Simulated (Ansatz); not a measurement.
**Step by step: LiH, relaxation of cell and atoms**

These are results of Ansatz 0.2.0, DFT, PBE, PAW with Ansatz's default frozen-core files, scalar-relativistic, not measurements.

Command: `ansatz run input.yaml --threads 1 --pin off --max-ram 2048MiB --backend cpu --events-out ev --progress --plain --runs-dir out` The run took 7 s on 1 thread of AMD EPYC 7R13 Processor (Zen 3) (shared host).

```yaml
crystal:
  lattice:
    - [0.0, 2.2322827293, 2.2322827293]
    - [2.2322827293, 0.0, 2.2322827293]
    - [2.2322827293, 2.2322827293, 0.0]
  atoms:
    - { symbol: Li, position: [0.0, 0.0, 0.0] }
    - { symbol: H, position: [0.5, 0.5, 0.5] }
kpoints:
  mp_grid: { grid: [14, 14, 14] }
scf:
  occupations: { method: fermi_dirac, width: 0.08 }
hamiltonian:
  xc: pbe
  pseudopotentials: { kind: paw }
output:
  forces: true
  stress: true
  write_density: true
  write_potential: true
  elf: true
  volumetric_format: npy
relax:
  f_tol: 0.005
  max_steps: 80
  cell: {}
```

The cell is built from the rocksalt type as a first guess.

The cutoff is 420 eV; energies and pressures of the walk include the program's estimate of the Pulay term.

Each frame lists the cell vectors (Å), then Cartesian positions (Å); symmetry keeps all forces zero. Free energies count from the first step, -221.2255 eV.

The walk took 8 evaluations in all; steps that aren't listed are left out.

Step 1: E = 0.0 meV, P = -6.85 GPa

```
cell 0.0000 2.2323 2.2323 2.2323 0.0000 2.2323 2.2323 2.2323 0.0000
Li    0.0000    0.0000    0.0000
H     2.2323    2.2323    2.2323
```

Step 2:

```
cell 0.0000 2.1235 2.1235 2.1235 0.0000 2.1235 2.1235 2.1235 0.0000
Li    0.0000    0.0000    0.0000
H     2.1235    2.1235    2.1235
```

Step 3: E = -167.3 meV, P = -0.52 GPa

```
cell 0.0000 2.0146 2.0146 2.0146 0.0000 2.0146 2.0146 2.0146 0.0000
Li    0.0000    0.0000    0.0000
H     2.0146    2.0146    2.0146
```

Q: Give the energy, pressure of step 2.

A: E = -115.9 meV, P = -4.69 GPa
```
Li    0.0000    0.0000    0.0000
H     2.1235    2.1235    2.1235
```

Q: How does the relaxation end?

A: It converges, with a = 4.007 Å, b = 4.007 Å, c = 4.007 Å, α = 90.00°, β = 90.00°, γ = 90.00° (conventional cell, space group Fm-3m). The last solve (on a basis chosen afresh for the final cell, so its energy is not quite comparable) gives E = -166.3 meV, P = 0.00 GPa:
```
cell 0.0000 2.0035 2.0035 2.0035 0.0000 2.0035 2.0035 2.0035 0.0000
Li    0.0000    0.0000    0.0000
H     2.0035    2.0035    2.0035
```
